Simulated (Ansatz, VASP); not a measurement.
# One calculation of Ge, two programs

```
Ge
1.0
     0.00000    2.82868    2.82868
     2.82868    0.00000    2.82868
     2.82868    2.82868    0.00000
Ge
2
Direct
  0.50000 0.50000 0.50000
  0.75000 0.75000 0.75000
```

Alike in both runs: task relaxation of cell and atoms; functional BLYP; k mesh 5 × 5 × 5; occupations fermi-dirac, width 0.05 eV; no spin polarisation.

|  | VASP | Ansatz |
| --- | --- | --- |
| version | VASP 6.6.1 | Ansatz 0.2.0 |
| potentials or method | VASP PAW PBE potentials, release 64 (Ge_d) | plane waves (420 eV) with PAW, scalar-relativistic |
| plane-wave cutoff (eV) | 600 | 420 |
| valence electrons in the cell | 28 | 28 |

|  | VASP | Ansatz | Ansatz less VASP |
| --- | --- | --- | --- |
| relaxed volume (Å³/atom) | 25.62 | 25.59 | -0.023 |
| relaxed cell length with the largest relative difference (Å) | 4.169 | 4.168 | -0.0013 |
| energy change over the relaxation (meV/atom) | -67 | -63 | +3.6 |

Caveats: the k mesh is coarse (spacing up to 0.38 Å⁻¹), so the values aren't converged; the PAW data sets were made with another functional, which shifts forces and pressure a little (VASP); the volume moved by +13 % from the deposited cell, more than functionals usually miss. Zero-point motion and thermal expansion aren't in these numbers. BLYP gives volumes clearly too large for solids.
